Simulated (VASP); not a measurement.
Here is a VASP 6.6.1 calculation.

The input INCAR:

```
PREC = Accurate
ENCUT = 600
EDIFF = 1E-7
ISMEAR = 0
SIGMA = 0.02
LREAL = False
LASPH = True
NELM = 60
ALGO = Normal
ISIF = 3
LWAVE = False
LCHARG = False
GGA = RP
IBRION = 2
NSW = 90
EDIFFG = -0.005
```

The input KPOINTS:

```
Automatic mesh
0
Gamma
  6 6 6
```

POSCAR

```
KCl
1.0
    0.0000000000      3.1341000000      3.1341000000
    3.1341000000      0.0000000000      3.1341000000
    3.1341000000      3.1341000000      0.0000000000
K Cl
1 1
Direct
    0.0000000000      0.0000000000      0.0000000000
    0.5000000000      0.5000000000      0.5000000000
```

Potentials or basis: VASP PAW PBE potentials, release 64 (K_sv, Cl).

The run is started by

```bash
$ cat potpaw_PBE.64/K_sv/POTCAR potpaw_PBE.64/Cl/POTCAR > POTCAR
$ mpirun -np 1 vasp_std > vasp.out
```

(1) What does it give for the relaxed cell?

(2) Predict the relaxed volume.

Answers

(1) a = 4.655 Å, b = 4.655 Å, c = 4.655 Å, α = 60.00°, β = 60.00°, γ = 60.00°.

(2) 35.66 Å³/atom.

Caveat: the volume moved by over 15 % at a fixed basis, so the end points are rough; the PAW data sets were made with another functional, which shifts forces and pressure a little; the volume moved by +16 % from the deposited cell, more than functionals usually miss.
